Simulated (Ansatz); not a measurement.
NbN: the change of pressure and energy less free atoms with volume per atom

Results calculated with Ansatz 0.2.0, not measured. Periodic Kohn-Sham DFT of a crystal at fixed atoms; pressure and stress are positive in compression; the energy is the free energy less that of spherical unpolarised free atoms; site moments are those in the method's own spheres, positive along +z.

Cell of the first row (space group Fm-3m, No. 225):
```
NbN
1.0
      0.0000     2.1497     2.1497
      2.1497     0.0000     2.1497
      2.1497     2.1497     0.0000
Nb N
1 1
Direct
  0.50000 0.50000 0.50000
  0.00000 0.00000 0.00000
```

Settings of every row: method all-electron LAPW; functional PBEsol; relativity scalar; k mesh 14x14x14; filling fermi-dirac; smearing width 0.08 eV; basis error target 1 meV/atom; nucleus gaussian.

Atom start moment: 0 on all atoms.

| row | volume per atom (Å³) | pressure (GPa) | energy less free atoms (eV/atom) |
| --- | --- | --- | --- |
| 1 | 9.934 | 21.092 | -10.892 |
| 2 | 10.146 | 12.57 | -10.9141 |
| 3 | 10.357 | 4.928 | -10.9256 |
| 4 | 10.463 | 1.404 | -10.9276 |
| 5 | 10.568 | -1.932 | -10.9275 |
| 6 | 10.674 | -5.091 | -10.9251 |
| 7 | 10.78 | -8.081 | -10.9208 |
| 8 | 10.991 | ? | ? |
| 9 | 11.202 | -18.545 | -10.8852 |

Question: what pressure and energy less free atoms should row 8 give?

Worked fit of pressure. Take u = (V_r/V)^(2/3) − 1 with V_r = 10.515 Å³ an atom, which is twice the finite (Eulerian) strain; such expansions in the strain, on which the Birch-Murnaghan equation of state is built, carry the rest volume and the bulk modulus. The shown rows have u = 0.03862, 0.0241, 0.01014, 0.00331, -0.00335, -0.00996, -0.01646, -0.04132. Least squares give pressure = −0.2625 + 499.339 × u + 1382.15 × u² GPa; a straight line predicts inner rows, each left out in turn, worse (root mean square 0.66 against 0.018 GPa). The rows lie off it by 0.009, -0.004, -0.015, -0.001, -0.012, 0.008, 0.026, -0.010 (root mean square 0.013 GPa). The pressure vanishes at u = 0.0005, or V = 10.51 Å³ an atom, and there the bulk modulus at fixed shape and fractions is B = −V dP/dV = (2/3)(1 + u) dP/du = 334 GPa. The withheld row has u = -0.02908, so the fit gives −0.2625 + 499.339 × (-0.02908) + 1382.15 × (-0.02908)² = -13.614 GPa.

The calculation gave -13.599 GPa. The fit lies 0.015 GPa (0.038 % of the column's range) below it; its largest miss of a shown row is 0.026 GPa.

Worked fit of energy less free atoms. Take u = (V_r/V)^(2/3) − 1 with V_r = 10.515 Å³ an atom, which is twice the finite (Eulerian) strain; such expansions in the strain, on which the Birch-Murnaghan equation of state is built, carry the rest volume and the bulk modulus. The shown rows have u = 0.03862, 0.0241, 0.01014, 0.00331, -0.00335, -0.00996, -0.01646, -0.04132. Least squares give energy less free atoms = −10.92782 − 0.02 × u + 24.499 × u² eV/atom; a straight line predicts inner rows, each left out in turn, worse (root mean square 0.012 against 7.7e-05 eV/atom). The rows lie off it by 0.0001, 0.0000, -0.0001, 0.0000, 0.0000, 0.0001, 0.0001, 0.0000. Its lowest point lies at u = 0.0004, or V = 10.51 Å³ an atom, and the curvature there gives the bulk modulus at fixed shape and fractions, B = (4/9)(1 + u)² E″(u)/V = 332 GPa. The withheld row has u = -0.02908, so the fit gives −10.92782 − 0.02 × (-0.02908) + 24.499 × (-0.02908)² = -10.9065 eV/atom.

The calculation gave -10.9064 eV/atom. The fit lies 0.0001 eV/atom (0.24 % of the column's range) below it, one unit of the last digit.
